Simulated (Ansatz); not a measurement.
# TaSi2: single point with PBE

Crystal: TaSi2.

```
Ta Si
1.0
     4.78390    0.00000    0.00000
    -2.39195    4.14298    0.00000
     0.00000    0.00000    6.57000
Ta Si
3 6
Direct
  0.00000 0.50000 0.33333
  0.50000 0.50000 0.66667
  0.50000 0.00000 0.00000
  0.31794 0.15897 0.33333
  0.15897 0.84103 0.66667
  0.84103 0.68206 0.00000
  0.68206 0.84103 0.33333
  0.84103 0.15897 0.66667
  0.15897 0.31794 0.00000
```

```json
{
  "Program": "Ansatz 0.2.0",
  "Task": "single point",
  "Functional": "PBE",
  "Potentials or basis": "Ansatz PAW",
  "Cutoff": "420 eV (not typed: the program's choice for these potentials)",
  "k mesh": "7 × 7 × 4",
  "Occupations": "gaussian, width 0.011 eV",
  "Spin": "no spin polarisation"
}
```

```
Pressure               : 2.5 GPa
Largest force          : 0.014 eV/Å
Band gap on the k mesh : none (metal or under the smearing width)
```

Forces in eV/Å, atoms in the order of the input:
```
Ta   0.000  0.000  0.000
Ta   0.000  0.000  0.000
Ta   0.000  0.000  0.000
Si   0.012  0.007  0.000
Si   0.012 -0.007  0.000
Si   0.000 -0.014  0.000
Si  -0.012 -0.007  0.000
Si  -0.012  0.007  0.000
Si   0.000  0.014  0.000
```

Stress tensor (GPa, compression positive):
```
2.23 0.00 0.00
0.00 2.23 0.00
0.00 0.00 2.97
```

Levels at points of the mesh, in eV from the Fermi level:
```tsv
k point	band 29	band 30	band 31	band 32	band 33	band 34	band 35	band 36
(0.00, 0.00, 0.00)	-2.45	-2.20	-2.20	-1.50	0.73	2.97	2.97	3.43
(0.00, 0.00, -0.50)	-2.04	-1.80	-1.80	1.13	1.13	2.59	2.59	3.43
```

Wall time 2.6 s on 4 threads of Arm Neoverse V2, on a shared host, peak memory 0.44 GiB.

Spin-orbit coupling is left out, which matters for the levels of Ta.
